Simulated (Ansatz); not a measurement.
Working through a comparison of functionals at one structure of Si, space group Fmmm

Program: Ansatz 0.2.0, Python API.

`si.extxyz`
```text
4
Lattice="0.0 2.65989848 4.64324354 2.42226777 0.0 4.64324354 2.42226777 2.65989848 0.0" Properties=species:S:1:pos:R:3 pbc="T T T"
Si    2.42226777    3.86958988    4.64324354
Si    2.42226777    1.45020708    4.64324354
Si    2.42226777    2.65989848    7.24131753
Si    2.42226777    2.65989848    2.04516955
```

Run as a notebook:

In [1]:
```python
from dataclasses import dataclass

import ansatz as az
import pandas as pd
```

In [2]:
```python
@dataclass(frozen=True)
class Options:
    cutoff: int = 650
    k_spacing: float = 0.29
    occupations: str = "cold"
    width_ev: float = 0.1
```

In [3]:
```python
cfg = Options()
```

In [4]:
```python
cell = az.Crystal.from_extxyz("si.extxyz")

len(cell.resolved().sites)
```
Out [4]:
```text
4
```

In [5]:
```python
calc = (
    cell.calculation()
    .basis(cfg.cutoff)
    .kpoints(spacing=cfg.k_spacing)
    .occupations(cfg.occupations, width=cfg.width_ev)
    .forces()
    .stress()
)

rows = []
for value in ["blyp", "r2scan", "revpbe"]:
    data = calc.functional(value).run().report
    rows.append((value, data["free_energy_ev"] / len(data["lattice"]["sites"]), data["n_iterations"], sum(data["stress_gpa"][i][i] for i in range(3)) / 3, max(abs(f) for row in data["forces_ev_ang"] for f in row), data["n_kpoints"]))
```

In [6]:
```python
table = pd.DataFrame(rows, columns=["functional", "F/atom (eV)", "iterations", "P (GPa)", "max component (eV/A)", "k-points"])
table.round(5)
```
Out [6]:
```text
  functional  F/atom (eV)  iterations   P (GPa)  max component (eV/A)  k-points
0       blyp   -638.81981           6  10.26572               0.04032        64
1     r2scan   -638.63533           5   2.35735               0.11019        64
2     revpbe   -637.70751           5   4.28465               0.14554        64
```

From lowest to highest: r2SCAN (2.4 GPa), revPBE (4.3 GPa) and BLYP (10.3 GPa). At a fixed cell a lower pressure usually means a smaller equilibrium volume, so r2SCAN prefers the smallest cell and BLYP the largest.

BLYP can be off by several per cent in the lattices of metals, and by several GPa in the pressure at a fixed cell. The mesh is modest for a metal, so energies can be off by several to tens of meV an atom and pressures by half a GPa or more; differences at equal mesh fare better. Pressure is positive in compression. This isn't the structure that Si takes at ambient conditions. Total energies of different functionals can't be compared; pressures, moments and gaps at this one structure can. The whole script took 18 s on 1 thread of Arm Neoverse V2, with other jobs on the host, peak memory 0.76 GiB.
